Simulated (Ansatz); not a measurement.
**What a change of settings does to a run on Mo**

The structure comes from a relaxation in the same program, started in the fcc type, and has space group Fm-3m. Whether it is a known phase or the ground state wasn't checked.

First run: DFT, PBE, all-electron LAPW, scalar-relativistic (Ansatz 0.2.0).

Command: `ansatz run input.yaml --threads 1 --pin off --max-ram 2048MiB --backend cpu --events-out ev --progress --plain --runs-dir out` The run took 16 s on 1 thread of Arm Neoverse V2, on a shared host, peak memory 0.38 GiB.

```yaml
crystal:
  lattice:
    - [0.0, 2.0010482928, 2.0010482928]
    - [2.0010482928, 0.0, 2.0010482928]
    - [2.0010482928, 2.0010482928, 0.0]
  atoms:
    - { symbol: Mo, position: [0.0, 0.0, 0.0] }
kpoints:
  mp_grid: { grid: [18, 18, 18] }
  band_path:
    path:
      - [0.0, 0.0, 0.0]
      - [0.5, 0.0, 0.5]
      - [0.625, 0.25, 0.625]
      - [0.375, 0.375, 0.75]
      - [0.0, 0.0, 0.0]
      - [0.5, 0.5, 0.5]
      - [0.5, 0.25, 0.75]
      - [0.5, 0.0, 0.5]
    npoints: 14
scf:
  occupations: { method: fermi_dirac, width: 0.05 }
hamiltonian:
  xc: pbe
  pseudopotentials: { kind: all_electron, lapw: { basis_error: 0.0005 } }
output:
  forces: true
  stress: true
  eigenvalues: true
  populations: true
  dos: { projected: true, de: 0.2, e_range: [-14, 8] }
```

Result: converged; pressure 0.06 GPa; no gap on the k mesh; 6 SCF iterations.

The input is then changed:

```diff
@@ -21,7 +21,9 @@
 scf:
   occupations: { method: fermi_dirac, width: 0.05 }
+  n_extra_bands: 16
 hamiltonian:
   xc: pbe
   pseudopotentials: { kind: all_electron, lapw: { basis_error: 0.0005 } }
+  hubbard: { sites: [{ species: Mo, l: d, u_eff: 1.0 }], double_counting: amf }
 output:
   forces: true
@@ -29,4 +31,3 @@
   eigenvalues: true
   populations: true
-  dos: { projected: true, de: 0.2, e_range: [-14, 8] }
```

Task: What does the second run give?

Result: It converged; pressure 0.21 GPa; no gap on the k mesh; 6 SCF iterations.
